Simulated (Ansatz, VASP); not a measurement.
## Two plane-wave programs on CdSe

POSCAR

```
CdSe
1.0
    0.0000000000      3.1269359208      3.1269359208
    3.1269359208      0.0000000000      3.1269359208
    3.1269359208      3.1269359208      0.0000000000
Cd Se
1 1
Direct
    0.0000000000      0.0000000000      0.0000000000
    0.7500000000      0.7500000000      0.7500000000
```

File INCAR.step1:

```
PREC     = Accurate       # precision mode
ENCUT    = 520            # plane-wave cutoff, eV
ISMEAR   = 0              # smearing method
SIGMA    = 0.02           # smearing width, eV
LREAL    = False          # projectors in reciprocal space
LASPH    = True           # aspherical terms in the spheres
NELM     = 100            # most SCF steps
NBANDS   = 16             # bands
GGA      = PE             # functional
ALGO     = Normal         # electronic algorithm
EDIFF    = 1E-4           # SCF threshold, eV
LWAVE    = True           # write WAVECAR
LCHARG   = False          # write CHGCAR
```

The input INCAR.step2:

```
PREC     = Accurate       # precision mode
ENCUT    = 520            # plane-wave cutoff, eV
EDIFF    = 1E-6           # SCF threshold, eV
ISMEAR   = 0              # smearing method
SIGMA    = 0.02           # smearing width, eV
LREAL    = False          # projectors in reciprocal space
LASPH    = True           # aspherical terms in the spheres
NELM     = 100            # most SCF steps
ALGO     = Normal         # electronic algorithm
ISIF     = 2              # what is computed and relaxed
LWAVE    = False          # write WAVECAR
LCHARG   = True           # write CHGCAR
METAGGA  = R2SCAN         # meta-GGA
LMIXTAU  = True         
LELF     = True           # ELF
LVHAR    = True         
NBANDS   = 16             # bands
ISTART   = 1
```

File KPOINTS:

```
Automatic mesh
0
Gamma
  8 8 8
```

Input for Ansatz:

```yaml
crystal:
  lattice:
    - [0.0, 3.1269359208, 3.1269359208]
    - [3.1269359208, 0.0, 3.1269359208]
    - [3.1269359208, 3.1269359208, 0.0]
  atoms:
    - { symbol: Cd, position: [0.0, 0.0, 0.0] }
    - { symbol: Se, position: [0.75, 0.75, 0.75] }
basis:
  ecutwfc: 500
kpoints:
  mp_grid: { grid: [8, 8, 8] }
hamiltonian:
  xc: r2scan
scf:
  occupations: { method: gaussian, width: 0.02 }
output:
  forces: true
  stress: true
  eigenvalues: true
```

Alike in both runs: task single point; functional r2SCAN; k mesh 8 × 8 × 8; occupations gaussian, width 0.02 eV; no spin polarisation.

|  | VASP | Ansatz |
| --- | --- | --- |
| version | VASP 6.6.1 | Ansatz 0.2.0 |
| potentials or method | VASP PAW PBE potentials, release 64 (Cd, Se) | scalar-relativistic, plane waves, PAW |
| plane-wave cutoff (eV) | 520 | 500 |
| valence electrons in the cell | 18 | 36 |

Ansatz gave:

```
gap on the k mesh at the Fermi level (eV) : 0.91
least direct gap on the mesh (eV)         : 0.91
pressure (GPa)                            : -2.6
```

Q: Estimate VASP's values.

A: gap on the k mesh at the Fermi level (eV): 0.90; least direct gap on the mesh (eV): 0.90; pressure (GPa): -2.4.

The functional is the same, so the differences come from potentials, cutoffs and numerics. The two sets of potentials don't hold the same shells in valence.

Caveats: the PAW data sets were made with another functional, which shifts forces and pressure a little (VASP). r2SCAN opens gaps a little over a GGA but as a rule still falls short of measured ones.
